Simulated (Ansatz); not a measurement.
# Si (P6_3/mmc) in Ansatz: a series of runs

Runs on Si. Level: HSE06 form with a typed share of exact exchange. Tasks: single point.

Program: Ansatz 0.2.0. These are calculated values, not measurements. Logs are shortened: lines on timing, memory, paths and dates and some standing lists are left out, and cuts for length are marked.

## 1. The structure

The structure is hexagonal, space group P6_3/mmc (No. 194). The conventional cell has a = 3.831 Å, b = 3.831 Å, c = 6.333 Å, α = 90.00°, β = 90.00°, γ = 120.00°. Around Si (site symmetry 3m) lie 4 Si at 2.35 to 2.37 Å.

This isn't the form of Si at room conditions, which is diamond.

## 2. Single point, HSE06 form with a typed share of exact exchange

Contents of input:

```
crystal:
  lattice:
    - [3.8313174605, 0.0, 0.0]
    - [-1.9156587303, 3.3180182508, 0.0]
    - [0.0, 0.0, 6.3326220002]
  atoms:
    - { symbol: Si, position: [0.6666666667, 0.3333333333, 0.9369905] }
    - { symbol: Si, position: [0.3333333333, 0.6666666667, 0.4369905] }
    - { symbol: Si, position: [0.6666666667, 0.3333333333, 0.5630095] }
    - { symbol: Si, position: [0.3333333333, 0.6666666667, 0.0630095] }
hamiltonian:
  xc: { exchange: pbe, correlation: pbe, exx: { coeff: 0.25, omega: 0.4 } }
  pseudopotentials: { kind: paw }
kpoints:
  mp_grid: { grid: [4, 4, 2] }
scf:
  occupations: { method: fermi_dirac, width: 0.05 }
output:
  forces: true
  stress: true
  eigenvalues: true
```

Potentials or basis: Ansatz PAW.

The program printed:

```text
Warning: output.stress: scf.convergence.dr2_threshold = 1e-7 eV (the SCF's general default) is looser than the 4e-10 eV advised for a printed stress (1e-10 eV for each atom of the cell: 4). What an SCF threshold leaves in a stress goes as its square root, and in the free energy as the threshold itself, and one threshold admits the most on a small cell: of the crystals measured, under no hybrid functional and no lock of the moments, on runs that ended without the residual-converged pass, on stresses that held no estimate of that error, the worst erred by over 100 MPa in a component at 1e-7 eV an atom and by under 5 at 1e-10. Set scf.convergence.dr2_threshold to 4e-10 eV or tighter. The threshold is an SCF's pass mark: one that does not reach it within its budget of iterations ends unconverged, or closes short of it on a stop that the run arms, and scf.convergence.dr2_threshold's page says what that costs each kind of run
Warning: output.stress: scf.exx.energy_threshold = 1e-6 eV is looser than the 4e-8 eV advised for a stress under a hybrid functional (1e-8 eV for each atom of the cell: 4). Every SCF of the exchange loop can meet its threshold on dr2 while the loop round them stops early: no threshold on dr2 bounds what that leaves in the stress. Set scf.exx.energy_threshold to 4e-8 eV or tighter. The threshold is the loop's pass mark: a loop that does not reach it within its budget of cycles ends unconverged, and scf.exx.energy_threshold's page has the law
GPUs: using 1 of 1 available (devices: 1).
Engine: ansatz 0.2.0, x86_64-unknown-linux-gnu
Pseudopotentials: kind: paw
Pseudopotential: Si, paw, valence charge 4, recommended cutoff 420 eV (normal), Si.paw.azcp
Functional definition: unnamed
  parameter a_1 = 0.25
  parameter omega_1 = 0.4/angstrom
  exchange = pbe_x + (-a_1)*pbe_x_sr(omega_1) + a_1*exact_x_sr(omega_1)
  correlation = pbe_c
device memory: the entry about to start is reckoned to put 0.6 GiB on a device that reports 78.6 GiB free (of which the cap on the GPU budget leaves the run 18.0 GiB)
GPU FFT provider: cuFFT
GPU libraries: cuBLAS 13.8.2, cuFFT 12.4.0, cuSOLVER 12.3.4
Crystal: 4 atoms, lattice volume = 80.503 Å³
Basis set: ecut = 420 eV, 1581 PW (Γ), exchange–correlation on 54×54×90 points (8 copies of the dense FFT grid, shifted against one another)
Bands: 12, of which v1, the nominal top of the filled ones, is band 8 counted from 1 (7 counted from 0)
Symmetry: 24 space group operations
Space group: P63/mmc (ITA 194), of the structure as read, at distance tolerance 4.3e-5 Å
k-points: 8 of 32
Non-local potential: Si, projectors of the file, l = 0: 2, l = 1: 2, l = 2: 2
PAW form: soft (Blöchl's): semilocal exchange-correlation on the pseudo side does not see the compensation charge
PAW frozen core: Si, regenerated for the run's functional, and the local potential with it (the file was generated under x = pbe(κ = 0.804, μ = 0.2195149727645171), c = pbe(β = 0.06672455060314922))
PAW one-centre angular grid: Si, 110 points (default); XC on 64 Gauss nodes
Initial density: superposition of atomic densities (neutral atoms: chi_scale 0, normalization atom), corrected by the library's trained network
Initial wavefunctions: pseudopotential atomic-orbital guess
GPU buffer pool allocated for 32805 grid points (all kernels)
GPU transforms: local potential and band sums: pruned to the plane-wave sphere, on 25×25×45
Functional: x = pbe(κ = 0.804, μ = 0.2195149727645171), c = pbe(β = 0.06672455060314922), warm-up for x = pbe(κ = 0.804, μ = 0.2195149727645171) + 0.25 (exact − pbe) at short range (hse, ω = 0.4 Å⁻¹), c = pbe(β = 0.06672455060314922)
SCF iter   1: F=—  HF=-2542.995114 eV  |F-HF|=—  |Δ(HF+E_count)|=         —  Δρ=2.27e-3  dr2=3.33e-3  ethr=1.77e-3  ⟨swp⟩=8.5  Hψ=523  notcnv=0
preconditioner: auto → none  [insulator: Δε(μ)=0.410 eV  Ē_g=7.897 eV  σ=0.050 eV  W_gap=0.97  n_scr=10 (ndim 8)  ℏωp=16.6 eV  f_vac=0.000  D(μ)=0.10/eV (n_scr^D=0)]
SCF iter   2: F=—  HF=-2542.995889 eV  |F-HF|=—  |Δ(HF+E_count)|=   7.75e-4  Δρ=1.09e-3  dr2=7.22e-4  ethr=2.08e-5  ⟨swp⟩=4.6  Hψ=277  notcnv=0
iter 3 solved again at ethr=2.91e-8 eV; its pass at ethr=4.51e-6 eV (dr2=4.65e-6 eV) is discarded
SCF iter   3: F=-2542.996147 eV  HF=-2542.996144 eV  |F-HF|=3.32e-6  |Δ(HF+E_count)|=   2.55e-4  Δρ=9.33e-5  dr2=6.63e-6  ethr=2.91e-8  ⟨swp⟩=4.4  Hψ=447  notcnv=0
eigensolver tolerance schedule calibrated: the retry pair's looser diagonalisation under-reported the residual by θ = 0.30 (0.14/decade); ethr = c·dr2/N_el runs at the constant in force after the calibration composes with the one it found (an armed cap, an earlier calibration), c = 5.4e-2
SCF 1 stopped early in 3 iterations: F = -2542.996147 eV  dr2 = 6.63e-6
device memory: the entry about to start is reckoned to put 1.2 GiB on a device that reports 78.5 GiB free (of which the cap on the GPU budget leaves the run 18.0 GiB)
GPU FFT provider: cuFFT
GPU libraries: cuBLAS 13.8.2, cuFFT 12.4.0, cuSOLVER 12.3.4
Initial density: handed on by an earlier stage of this run
Initial wavefunctions: those handed on with the density
GPU buffer pool allocated for 32805 grid points (all kernels)
GPU transforms: local potential and band sums: pruned to the plane-wave sphere, on 25×25×45
Functional: x = pbe(κ = 0.804, μ = 0.2195149727645171) + 0.25 (exact − pbe) at short range (hse, ω = 0.4 Å⁻¹), c = pbe(β = 0.06672455060314922)
Exchange kernel: α = 0.2500, screened, ω = 0.4000 Å⁻¹, Wigner–Seitz truncation, v(0) = 282.7242 eV·Å³, q-mesh 4×4×2, nearest image of the exchange supercell L = 12.67 Å, pair-density grid 15×15×24, without the augmentation charges, whose exchange is taken in its separable form by FFT convolution over the k-point mesh (sized by the pseudopotential files, 24×24×45 at the most), smooth part of the exact exchange by density-matrix convolution in up to 912.5 MiB of GPU memory as planned if the GPU has room (build and FFT work areas not counted)
Frozen-core exchange: fock
SCF iter   1: F=—  HF=-2544.806602 eV  |F-HF|=—  |Δ(HF+E_count)|=         —  Δρ=2.58e-3  dr2=4.15e-3  ethr=4.14e-7  ⟨swp⟩=8.2  Hψ=559  notcnv=0
preconditioner: auto → none  [insulator: Δε(μ)=0.690 eV  Ē_g=8.692 eV  σ=0.050 eV  W_gap=1.00  n_scr=10 (ndim 8)  ℏωp=16.6 eV  f_vac=0.000  D(μ)=0.01/eV (n_scr^D=0)]
SCF iter   2: F=—  HF=-2544.804951 eV  |F-HF|=—  |Δ(HF+E_count)|=   1.65e-3  Δρ=1.18e-3  dr2=9.81e-4  ethr=4.14e-7  ⟨swp⟩=4.0  Hψ=258  notcnv=0
SCF iter   3: F=—  HF=-2544.807543 eV  |F-HF|=—  |Δ(HF+E_count)|=   2.59e-3  Δρ=3.61e-4  dr2=8.09e-5  ethr=4.14e-7  ⟨swp⟩=4.2  Hψ=288  notcnv=0
SCF iter   4: F=—  HF=-2544.807517 eV  |F-HF|=—  |Δ(HF+E_count)|=   2.59e-5  Δρ=4.17e-5  dr2=5.43e-6  ethr=2.49e-7  ⟨swp⟩=2.4  Hψ=168  notcnv=0
SCF iter   5: F=—  HF=-2544.807572 eV  |F-HF|=—  |Δ(HF+E_count)|=   5.47e-5  Δρ=5.14e-5  dr2=2.00e-6  ethr=2.43e-9  ⟨swp⟩=5.1  Hψ=390  notcnv=0
SCF iter   6: F=-2544.807571 eV  HF=-2544.807571 eV  |F-HF|=6.52e-10  |Δ(HF+E_count)|=   7.34e-7  Δρ=1.40e-6  dr2=5.50e-8  ethr=2.43e-9  ⟨swp⟩=3.0  Hψ=226  notcnv=0
SCF 2 converged in 6 iterations: F = -2544.807571 eV  dr2 = 5.50e-8
  Residual-converged pass: ⟨swp⟩=3.2  Hψ=226  notcnv=0  max |occ|·‖R‖ = 6.4e-6 eV (tolerance 6.7e-6 eV)  dr2=5.52e-8  dr2_onsite=1.55e-10  max |Δocc| = 7.5e-13
hybrid outer 1: dexx = +3.425e-3 eV, tail = 1.83e-6 eV
GPU FFT provider: cuFFT
GPU libraries: cuBLAS 13.8.2, cuFFT 12.4.0, cuSOLVER 12.3.4
GPU buffer pool allocated for 32805 grid points (all kernels)
GPU transforms: local potential and band sums: pruned to the plane-wave sphere, on 25×25×45
Exchange kernel: α = 0.2500, screened, ω = 0.4000 Å⁻¹, Wigner–Seitz truncation, v(0) = 282.7242 eV·Å³, q-mesh 4×4×2, nearest image of the exchange supercell L = 12.67 Å, pair-density grid 15×15×24, without the augmentation charges, whose exchange is taken in its separable form by FFT convolution over the k-point mesh (sized by the pseudopotential files, 24×24×45 at the most), smooth part of the exact exchange by density-matrix convolution in up to 912.5 MiB of GPU memory as planned if the GPU has room (build and FFT work areas not counted)
Frozen-core exchange: fock
SCF iter   1: F=—  HF=-2544.807532 eV  |F-HF|=—  |Δ(HF+E_count)|=         —  Δρ=1.08e-5  dr2=6.42e-8  ethr=5.71e-8  ⟨swp⟩=4.8  Hψ=250  notcnv=0
preconditioner: auto → none  [insulator: Δε(μ)=0.715 eV  Ē_g=8.701 eV  σ=0.050 eV  W_gap=1.00  n_scr=10 (ndim 8)  ℏωp=16.6 eV  f_vac=0.000  D(μ)=0.00/eV (n_scr^D=0)]
SCF iter   2: F=—  HF=-2544.807532 eV  |F-HF|=—  |Δ(HF+E_count)|=   2.94e-9  Δρ=5.11e-6  dr2=8.11e-9  ethr=1.56e-10  ⟨swp⟩=4.0  Hψ=254  notcnv=0
SCF iter   3: F=-2544.807532 eV  HF=-2544.807532 eV  |F-HF|=2.36e-11  |Δ(HF+E_count)|=   1.97e-8  Δρ=4.65e-7  dr2=1.09e-10  ethr=1.93e-11  ⟨swp⟩=4.4  Hψ=279  notcnv=0  defer=2
SCF 3 converged in 3 iterations: F = -2544.807532 eV  dr2 = 1.09e-10
  Residual-converged pass: ⟨swp⟩=3.0  Hψ=212  notcnv=0  max |occ|·‖R‖ = 6.2e-7 eV (tolerance 6.3e-7 eV)  dr2=1.06e-10  dr2_onsite=3.07e-12  max |Δocc| = 3.8e-15
hybrid outer 2: dexx = +2.913e-8 eV, tail = 5.18e-10 eV, Δε = 1.05e-4 eV (about 1.86e-6 eV left of the loop's levels), ΔF = 2.28e-5 eV/Å (tail 3.86e-5)
hybrid SCF converged: 2 outer / 9 inner (+3 warm-up), last move |dexx| = 2.91e-8 eV, tail = 5.18e-10 eV
Stability not checked: this state was not tested for a lower state beside it, because the functional holds exact exchange (a hybrid, or Hartree-Fock), whose exchange loop this test does not read (fock_operator; see scf.lower_state_search)
Free energy (F): -2544.807532 eV
Frozen-core exchange: fock
Harris-Foulkes:  -2544.807532 eV  (|F-HF|=2.36e-11)
Internal energy: -2544.807434 eV  (E = F + TS)
E sigma→0 (E₀):  -2544.807483 eV
Entropy (-TS):   -0.000098 eV (-0.024 meV/atom)
Fermi energy:    6.617511 eV
--- Per-component energies (eV) ---
  E_band       = 9.499343
  E_kinetic    = 162.097935
  E_local      = -110.010608  (includes V_loc(G=0)·N_el)
  E_nonlocal   = 101.486997
  E_hartree    = 30.870377
  E_xc         = -187.058284
  E_vxc        = -158.177848  (∫ρ·V_xc dr)
  E_exx        = -17.362944  (= α·E_x^exact, valence–valence)
  E_paw        = -2068.943015  (= ΣΔE_a)
  E_vpaw       = -12.912130  (= ΣTr[D̂ρ^β])
  E_aug_tail   = 0.000024  (compensation charges beyond the density's cutoff)
  E_ewald      = -455.656753
  E_core_change = -0.231162  (= ΣΔE_core)
  E_smearing   = -0.000098  (= −TS)
  E_closure    = 0.000000  (closes the sum)
  Σ components = -2544.807532   (vs F -2544.807532, Δ=0.00e0)
--- Forces (eV/Å), atoms counted from 1 ---
  atom   1  Si    -0.00000000    -0.00000000     0.08511656
  atom   2  Si     0.00000000     0.00000000     0.08511656
  atom   3  Si    -0.00000000    -0.00000000    -0.08511656
  atom   4  Si     0.00000000     0.00000000    -0.08511656
  max |Σ_I F_I| component: 3.70e-17 eV/Å
--- Stress (GPa, compression-positive) ---
        1.148656       0.000000       0.000000
        0.000000       1.148656       0.000000
        0.000000       0.000000      -0.043889
  P = ⅓ Tr σ = 0.7511 GPa (7.511 kbar)
--- Band table (eV; the first three rows and the last of 8) ---
  k-point 0: bands = ["-6.9634", "-4.4592", "-1.4627", "4.6434", "4.6434", "5.9148", "6.2701", "6.2701", "7.6837", "8.6789", "8.6789", "9.0646"]
  k-point 1: bands = ["-6.0972", "-6.0972", "1.7873", "1.7873", "5.2858", "5.2858", "5.2858", "5.2858", "8.5013", "8.5013", "9.7021", "9.7021"]
  k-point 2: bands = ["-6.1788", "-3.6545", "-1.2832", "1.5910", "2.9266", "3.6495", "4.8332", "5.3489", "7.6348", "9.7588", "9.7935", "9.9112"]
  k-point 7: bands = ["-3.9488", "-3.9488", "-0.9171", "-0.9171", "2.1629", "2.1629", "3.8831", "3.8831", "8.4489", "8.4489", "10.7874", "10.7874"]
```

Run time: 5 s. Hardware: 1 × NVIDIA H100 80GB HBM3 with 2 threads of AMD EPYC 7R13 (Zen 3), shared host; peak memory 1.4 GiB.

What came out:

```
Free energy            : -2544.8075 eV
Pressure               : 0.8 GPa
Largest force          : 0.085 eV/Å
Band gap on the k mesh : 0.72 eV, indirect (least direct gap 1.41 eV)
```

Forces on the atoms (eV/Å):
```
Si   0.000  0.000  0.085
Si   0.000  0.000  0.085
Si   0.000  0.000 -0.085
Si   0.000  0.000 -0.085
```

Levels at points of the mesh, in eV from the valence-band top:
| k point | band 4 | band 5 | band 6 | band 7 | band 8 | band 9 | band 10 | band 11 | band 12 |
| --- | --- | --- | --- | --- | --- | --- | --- | --- | --- |
| (0.00, 0.00, 0.00) | -1.63 | -1.63 | -0.36 | 0.00 | 0.00 | 1.41 | 2.41 | 2.41 | 2.79 |
| (0.00, 0.00, -0.50) | -4.48 | -0.98 | -0.98 | -0.98 | -0.98 | 2.23 | 2.23 | 3.43 | 3.43 |
| (0.00, -0.50, 0.00) | -6.40 | -4.94 | -3.26 | -3.11 | -1.53 | 0.72 | 2.78 | 3.35 | 3.56 |
| (0.00, -0.50, -0.50) | -7.79 | -2.59 | -2.59 | -2.57 | -2.57 | 1.25 | 1.25 | 2.01 | 2.01 |

Caveat: the k mesh is coarse (spacing up to 0.50 Å⁻¹), so the values aren't converged, least of all with exact exchange; the PAW data sets come from PBE, with cores solved anew for the run's functional, which leaves a small shift of forces and pressure; the thresholds are loose for stress. A k mesh can miss the band edges.

## 3. Single point, HSE06 form with a typed share of exact exchange

Edit input of step 2 so:

```diff
@@ -11,3 +11,3 @@
 hamiltonian:
-  xc: { exchange: pbe, correlation: pbe, exx: { coeff: 0.25, omega: 0.4 } }
+  xc: { exchange: pbe, correlation: pbe, exx: { coeff: 0.25, omega: 0.6 } }
   pseudopotentials: { kind: paw }
@@ -21 +21,5 @@
   eigenvalues: true
+  write_density: true
+  write_potential: true
+  elf: true
+  volumetric_format: npy
```

Potentials or basis: Ansatz PAW.

It took 5 s on 1 × NVIDIA H100 80GB HBM3 with 2 threads of AMD EPYC 7R13 (Zen 3), shared host; peak memory 1.4 GiB.

Results (log left out):

```yaml
Free_energy: -2544.6087 eV
Pressure: 1.1 GPa
Largest_force: 0.084 eV/Å
Band_gap_on_the_k_mesh: 0.57 eV, indirect (least direct gap 1.24 eV)
```

Forces on the atoms (eV/Å):
```
Si   0.000  0.000  0.084
Si   0.000  0.000  0.084
Si   0.000  0.000 -0.084
Si   0.000  0.000 -0.084
```

Stress tensor (GPa, compression positive):
```
1.55 0.00 0.00
0.00 1.55 0.00
0.00 0.00 0.30
```

Levels at points of the mesh, in eV from the valence-band top:
| k point | band 5 | band 6 | band 7 | band 8 | band 9 | band 10 | band 11 | band 12 |
| --- | --- | --- | --- | --- | --- | --- | --- | --- |
| (0.00, 0.00, 0.00) | -1.59 | -0.36 | 0.00 | 0.00 | 1.24 | 2.24 | 2.24 | 2.61 |
| (0.00, 0.00, -0.50) | -0.96 | -0.96 | -0.96 | -0.96 | 2.05 | 2.05 | 3.24 | 3.24 |
| (0.00, -0.50, 0.00) | -4.83 | -3.18 | -3.07 | -1.50 | 0.57 | 2.59 | 3.19 | 3.37 |
| (0.00, -0.50, -0.50) | -2.54 | -2.54 | -2.52 | -2.52 | 1.10 | 1.10 | 1.86 | 1.86 |

Caveat: the k mesh is coarse (spacing up to 0.50 Å⁻¹), so the values aren't converged, least of all with exact exchange; the PAW data sets come from PBE, with cores solved anew for the run's functional, which leaves a small shift of forces and pressure; the thresholds are loose for stress.
